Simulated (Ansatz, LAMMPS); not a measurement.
# Squeezing and shearing amorphous TiO2 (84 atoms), part 4 of 4

How stiff is amorphous TiO2 (84 atoms), and how do its levels respond to strain?

Ansatz 0.2.0; Kohn-Sham DFT, PBE, PAW (set soft_1), plane waves.

The cell: 28 Ti and 56 O. The quench rate of 10 K/ps far exceeds what a furnace or splat quench reaches. The network of bonds at the start is that of the classical potential that made the cell. Only the Γ point is sampled.

So far. Step 11 (Compressed by 1 % along x): The relaxation converged after 3 steps, 0.0521 eV below its start, with a largest force component of 0.045 eV/Å. Step 11 (Compressed by 1 % along x): Compressed by 1 % along x: the energy stands 0.0472 eV above that of the reference, at a pressure of 0.863 GPa.

## (12) Sheared by 2 % in xy

A shear of the relaxed cell gives the modulus that volume changes can't reach.

File input.yaml:

```yaml
crystal:
  lattice:
    - [10.29769, 0.01793, -0.33003]
    - [0.02533, 11.03794, 0.26138]
    - [-0.32742, 0.25808, 10.06388]
  atoms:
    [... the 84 atom lines of step 4 ...]
kpoints:
  mp_grid: { grid: [1, 1, 1] }
hamiltonian:
  xc: pbe
  pseudopotentials: { kind: paw, azcp: { folder: soft_1 } }
scf:
  occupations: { method: fixed }
output:
  forces: true
  eigenvalues: true
  stress: true
relax:
  f_tol: 0.05
  max_steps: 70
```

On the command line:

```
$ ansatz run input.yaml --threads 4 --pin off --max-ram 8192MiB --backend cpu --events-out ev --progress --plain --runs-dir out
```

Numbers of over 12 decimals in the logs are rounded to 6 here.

What it wrote:

```text
[...]
Crystal: 84 atoms, lattice volume = 1142.018 Å³
Basis set: ecut = 420 eV, 22331 PW (Γ), exchange–correlation on 144×150×144 points (8 copies of the dense FFT grid, shifted against one another)
Bands: 420, of which v1, the nominal top of the filled ones, is band 336 counted from 1 (335 counted from 0)
Symmetry: 1 space group operations
[...]
k-points: 1
[...]
SCF iter   1: F=—  HF=-101886.721692 eV  |F-HF|=—  |Δ(HF+E_count)|=         —  Δρ=5.72e-2  dr2=4.65e1  ethr=3.10e-3  ⟨swp⟩=3.0  Hψ=1216  notcnv=0  defer=71
[...]
SCF iter  11: F=—  HF=-101876.637907 eV  |F-HF|=—  |Δ(HF+E_count)|=   2.33e-4  Δρ=9.94e-5  dr2=1.45e-4  ethr=4.97e-8  ⟨swp⟩=2.0  Hψ=528  notcnv=0  defer=82
SCF iter  12: F=-101876.637935 eV  HF=-101876.637931 eV  |F-HF|=3.86e-6  |Δ(HF+E_count)|=   2.39e-5  Δρ=4.00e-5  dr2=2.55e-5  ethr=9.30e-9  ⟨swp⟩=10.0  Hψ=2036  notcnv=0
SCF 1 converged in 12 iterations: F = -101876.637935 eV  dr2 = 2.55e-5
[...]
relax step   1: F+E_penalty+E_count = -101876.63793511 eV  Δ(F+E_penalty+E_count) = +0.000e0 eV  max|allowed force component| = 5.071e-1 eV/Å  Δτ_max = 0.0000 Å  (12 SCF iters, dr2 threshold 6.25e-5 eV, accepted)
[...]
relax step   2: F+E_penalty+E_count = -101876.71088961 eV  Δ(F+E_penalty+E_count) = -7.295e-2 eV  max|allowed force component| = 1.940e-1 eV/Å  Δτ_max = 0.0254 Å  (7 SCF iters, dr2 threshold 1.61e-5 eV, accepted)
[...]
relax step   3: F+E_penalty+E_count = -101876.46507021 eV  Δ(F+E_penalty+E_count) = +2.458e-1 eV  max|allowed force component| = 7.048e-1 eV/Å  Δτ_max = 0.1965 Å  (13 SCF iters, rejected (line search))
relax step   4: F+E_penalty+E_count = -101876.73398940 eV  Δ(F+E_penalty+E_count) = -2.310e-2 eV  max|allowed force component| = 8.574e-2 eV/Å  Δτ_max = 0.0601 Å  (13 SCF iters, accepted)
relax step   5: F+E_penalty+E_count = -101876.73594514 eV  Δ(F+E_penalty+E_count) = -1.956e-3 eV  max|allowed force component| = 8.309e-2 eV/Å  Δτ_max = 0.0553 Å  (11 SCF iters, accepted)
[...]
relax step   6: F+E_penalty+E_count = -101876.74016203 eV  Δ(F+E_penalty+E_count) = -4.217e-3 eV  max|allowed force component| = 3.696e-2 eV/Å  Δτ_max = 0.0424 Å  (10 SCF iters, accepted)
SCF converged after 10 iterations
Free energy (F): -101876.740162 eV
[...]
Internal energy: -101876.740162 eV  (E = F + TS)
E sigma→0 (E₀):  -101876.740162 eV
Fermi energy:    4.952605 eV
[...]
Σ components = -101876.740162   (vs F -101876.740162, Δ=0.00e0)
--- Forces (eV/Å), atoms counted from 1 ---
  atom   1  Ti    -0.01675600    -0.00228618    -0.00489087
  atom   2  Ti    -0.00295447    -0.00694445     0.02368883
  atom   3  Ti     0.01846755    -0.00242582    -0.00633781
  atom   4  Ti     0.00302138    -0.00162294    -0.00871001
[...]
atom  84  O      0.00413570    -0.00306949     0.01012033
  max |Σ_I F_I| component: 2.00e-4 eV/Å
--- Stress (GPa, compression-positive) ---
       -0.152800      -0.505900       0.024091
       -0.505900      -0.105407       0.005372
        0.024091       0.005372      -0.007251
  P = ⅓ Tr σ = -0.0885 GPa (-0.885 kbar)
--- Band table (eV) ---
[...]
--- Relaxed structure (6 steps of the walk, 5 accepted, 0 SCFs on fresh bases) ---
  F+E_penalty+E_count = -101876.74016203 eV   max|allowed force component| = 3.696e-2 eV/Å
  atoms:
    - { symbol: Ti, position: [0.191724, 0.132978, 0.170920] }
    - { symbol: Ti, position: [0.953866, 0.190075, 0.414874] }
    - { symbol: Ti, position: [0.906330, 0.979721, 0.682260] }
    - { symbol: Ti, position: [0.532717, 0.561645, 0.045885] }
[...]
- { symbol: O, position: [0.00336287, 0.344997, 0.452195] }
```

The job ended after 2.1 min (4 threads of Arm Neoverse V1, shared host; peak memory 1.6 GiB; 7.9 min of CPU time).

The relaxation converged after 6 steps, 0.102 eV below its start, with a largest force component of 0.037 eV/Å.

Sheared by 2 % in xy: the energy stands 0.0376 eV above that of the reference, at a pressure of -0.0885 GPa.

## (13) Pressure against volume

Atoms are relaxed at each volume, in the scaled cell.

| volume change (%) | volume (Å³/atom) | energy change (meV/atom) | pressure (GPa) | largest move on relaxing (Å) | bonds | gap (eV) |
| --- | --- | --- | --- | --- | --- | --- |
| -10 | 12.237 | 31.57 | 6.96 | 0.60 | 145 | 2.92 |
| -6 | 12.781 | 11.63 | 4.55 | 0.36 | 141 | 2.94 |
| -3 | 13.189 | 2.99 | 2.32 | 0.10 | 139 | 2.91 |
| +0 | 13.597 | 0.00 | 0.01 | - | 139 | 2.88 |
| +3 | 14.005 | 2.53 | -1.97 | 0.10 | 139 | 2.85 |
| +6 | 14.413 | 8.34 | -2.30 | 0.59 | 131 | 2.87 |

## (14) Uniaxial strain and shear

Stress (GPa, compression positive) less that of the relaxed cell, atoms relaxed:

| strain | xx | yy | zz | xy | energy change (meV/atom) |
| --- | --- | --- | --- | --- | --- |
| stretched by 1 % along x | -1.272 | -0.520 | -0.593 | -0.072 | 0.53 |
| compressed by 1 % along x | 1.354 | 0.588 | 0.627 | 0.070 | 0.56 |
| sheared by 2 % in xy | -0.143 | -0.137 | -0.004 | -0.502 | 0.45 |

## (15) Outcome

The bulk modulus, from the slope of pressure against ln V over the three points nearest the relaxed volume, is 71.4 GPa; between neighbouring points the slope runs 55, 71, 76, 67 and 11 GPa from the smallest volume up, without a steady fall, so no pressure derivative is given. The count of bonds runs from 131 to 145 over the series, so at some points contacts cross the cutoffs. At -10 % and +6 % some atom moved by over 0.5 Å on relaxing, so those points may sit in another local minimum. The gap goes from 2.92 eV at the smallest volume to 2.87 eV at the largest, -0.5 eV per unit of ln V by a straight line, not monotonically (lowest 2.85, highest 2.94 eV), on the run's k-points. In the Cartesian axes of the cell, finite differences give C11 = 131, C12 = 55.4, C13 = 61.0 and C66 = 25.1 GPa (the shear of 2 % is the engineering strain, εxy = 0.01). The mean of C11, C12 and C13, which equals the bulk modulus in a cubic or isotropic solid, is 82.6 GPa: it lies 16 % over the bulk modulus from the volumes. For an isotropic solid C66 would equal (C11 − C12)/2 = 37.9 GPa; so small a sample needn't be isotropic, and C66 rests on one shear. With the bulk modulus and C66 as K and G, Young's modulus would be about 67 GPa and Poisson's ratio 0.34.

Caveats: Strains are finite and relaxations stop at the force tolerance of the input, which can leave moduli too stiff; they are those of a static cell at zero temperature. Volumes are changed with the cell's shape held, so in an anisotropic solid the modulus lies over the one under free hydrostatic load. The program notes that the SCF threshold of the relaxations is loose for the stress.

The DFT runs together took 28 min of wall time.

[Logs are printed without paths, hosts, clocks, repeated set-up lines and the standing remarks that a program may print on its own settings, such as how far it seeks lower states.]

[Hosts, paths, dates, database ids (printed as entryN), source tags and the programs' standing remarks are cut or masked in the printed files.]
